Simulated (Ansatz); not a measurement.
MnO: single point with HSE06 form with a typed share of exact exchange

Crystal: MnO.

```
Mn O
1.0
     0.00000    2.22200    2.22200
     2.22200    0.00000    2.22200
     2.22200    2.22200    0.00000
Mn O
1 1
Direct
  0.00000 0.00000 0.00000
  0.50000 0.50000 0.50000
```

* Program: Ansatz 0.2.0
* Task: single point
* Functional: HSE06 form with a typed share of exact exchange
* Potentials or basis: Ansatz PAW
* Cutoff: 420 eV (not typed: the program's choice for these potentials)
* k mesh: 6 × 6 × 6
* Occupations: fermi-dirac, width 0.05 eV
* Spin: collinear spin, ferromagnetic start
* Starting moments: [4.0, 0.0] μB
* Share of exact exchange: 0.15

```
Pressure               : 2.7 GPa
Band gap on the k mesh : 0.41 eV, indirect (least direct gap 3.26 eV)
Net moment             : 5.00 μB per cell
Absolute moment        : 5.00 μB per cell
Site moments           : Mn +4.26; O +0.24 μB
```

Levels at points of the mesh, in eV from the valence-band top:
Spin up:
```tsv
k point	band 10	band 11	band 12	band 13	band 14	band 15	band 16	band 17
(0.00, 0.00, 0.00)	-3.64	-3.64	-3.37	-3.37	0.41	14.98	17.40	17.40
(0.00, 0.00, -0.50)	-2.91	-2.32	0.00	0.00	4.43	9.11	13.03	13.03
(0.00, -0.50, -0.50)	-2.95	-2.64	-2.64	-2.56	6.15	9.12	11.32	15.05
```
Spin down:
| k point | band 6 | band 7 | band 8 | band 9 | band 10 | band 11 |
| --- | --- | --- | --- | --- | --- | --- |
| (0.00, 0.00, 0.00) | -3.06 | -3.06 | -3.06 | 1.89 | 2.70 | 2.70 |
| (0.00, 0.00, -0.50) | -7.33 | -4.56 | -4.56 | 3.99 | 4.17 | 4.17 |
| (0.00, -0.50, -0.50) | -6.38 | -4.13 | -4.13 | 0.79 | 4.08 | 4.26 |

Run time: 19 s on 2 threads of Intel(R) Xeon(R) Platinum 8488C (Sapphire Rapids) (shared host), peak memory 0.82 GiB.

Caveat: the magnetic or orbital state may not be the lowest; the pressure holds a Pulay correction of +0.6 GPa for the finite cutoff; a cell with one magnetic atom can't hold antiferromagnetic order, which such compounds often take; the PAW data sets come from PBE, with cores solved anew for the run's functional, which leaves a small shift of forces and pressure; the thresholds are loose for stress. A k mesh can miss the band edges.
